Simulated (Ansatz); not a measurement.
# A short bond in ZrB$_{2}$

```
Zr B
1.0
     3.16752    0.00000    0.00000
    -1.58376    2.74316    0.00000
     0.00000    0.00000    3.55239
Zr B
1 2
Direct
  0.00000 0.00000 0.00000
  0.33333 0.66667 0.50000
  0.66667 0.33333 0.50000
```

The cell is Materials Project entry mp-1472, used as a structure alone.

Its shortest bond, of 1.829 Å between atom 2 (B) and the nearest image of atom 3 (B), is scaled by moving both atoms along it, with the cell held and the other atoms too. The force apart is half the difference of the two atoms' forces along the bond; it holds the pull and push of their other neighbours too.

Computed with Ansatz 0.2.0; functional PBE, scalar-relativistic. Settings: a Γ-centred 11×11×9 k mesh, Fermi–Dirac smearing of 0.05 eV, no spin polarisation. Methods: LAPW: all electrons, basis error target 1 meV/atom; PAW: frozen-core files, cutoff 420 eV; crystal datasets: all electrons, by PAW datasets that the program makes for each cell; PAW (cutoff 600 eV): frozen-core files, cutoff 600 eV.

Energies are extrapolated to zero smearing and count from the unscaled cell; pressure is positive in compression; gaps take the mesh and a band path. No temperature or zero-point motion is included.

| bond (Å) | force apart (eV/Å) | P LAPW (GPa) | ΔE LAPW (eV/atom) | P PAW − LAPW (GPa) | ΔE PAW − LAPW (meV/atom) | force PAW − LAPW (eV/Å) |
| --- | --- | --- | --- | --- | --- | --- |
| 1.829 | 0.00 | -0.06 | 0.000 | -0.03 | 0.0 | 0.000 |
| 1.500 | 6.34 | 10.26 | 0.291 | -0.04 | 0.0 | 0.004 |
| 1.390 | 10.78 | ? | 0.598 | -0.07 | 0.0 | -0.006 |
| 1.170 | 28.88 | 55.3 | 1.950 | -0.37 | -4.4 | -0.150 |
| 1.061 | ? | 83.2 | 3.301 | -0.59 | -12.4 | -0.298 |

**Question.** What belongs in the row "1.061", column "force apart (eV/Å)"?

**Answer.** 46.24.

**Question.** Fill in "P LAPW (GPa)" for the row "1.390".

**Answer.** 20.1.

**Question.** At the last bond length, how far do crystal datasets and PAW (cutoff 600 eV) lie from LAPW in pressure and in the largest force component?

**Answer.** crystal datasets: -0.01 GPa, 0.000 eV/Å; PAW (cutoff 600 eV): -0.60 GPa, 0.262 eV/Å, on a LAPW pressure of 83.2 GPa.

**Question.** How do the Löwdin populations by LAPW change from the unscaled cell to the last row, on the two atoms of the bond?

**Answer.** B2 2s 0.77 → 0.72, B2 2p 2.61 → 2.70, B3 2s 0.77 → 0.72, B3 2p 2.61 → 2.70 electrons an atom. These are projections on the shells that the free atoms fill; 0.03 e a cell lies outside them at the start and 0.05 e at the end.
